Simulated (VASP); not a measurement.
# Se: single point with PBE

Se:

```
CELL_PARAMETERS angstrom
2.81056 0.00000 0.00000
0.00000 2.81056 0.00000
0.00000 0.00000 2.81056
ATOMIC_POSITIONS crystal
Se 0.00000 0.00000 0.00000
```

This isn't the form of Se at room conditions, which is trigonal, of chains.

```json
{
 "Program": "VASP 6.6.1",
 "Task": "single point",
 "Functional": "PBE",
 "Potentials or basis": "VASP PAW PBE potentials, release 64 (Se)",
 "Cutoff": "900 eV",
 "k mesh": "8 × 8 × 8",
 "Occupations": "gaussian, width 0.02 eV",
 "Spin": "no spin polarisation",
 "Further INCAR settings": "ADDGRID = False; ALGO = Normal; EDIFF = 1e-08"
}
```

```json
{"Pressure": "2.1 GPa", "Band gap on the k mesh": "none (metal or under the smearing width)"}
```

Levels at points of the mesh, in eV from the Fermi level:
```tsv
k point	band 1	band 2	band 3	band 4	band 5	band 6
(0.00, 0.00, 0.00)	-16.32	1.29	1.29	1.29	7.61	7.61
(0.50, 0.00, 0.00)	-14.19	-7.22	2.75	2.75	9.80	11.56
(0.50, 0.50, 0.00)	-12.07	-5.25	-5.25	2.72	4.08	13.37
(0.50, 0.50, 0.50)	-9.90	-3.51	-3.51	-3.51	5.66	5.66
```

Run time: 4.8 s on 1 thread of Intel(R) Xeon(R) 6975P-C (Granite Rapids), on a shared host, peak memory 0.15 GiB.
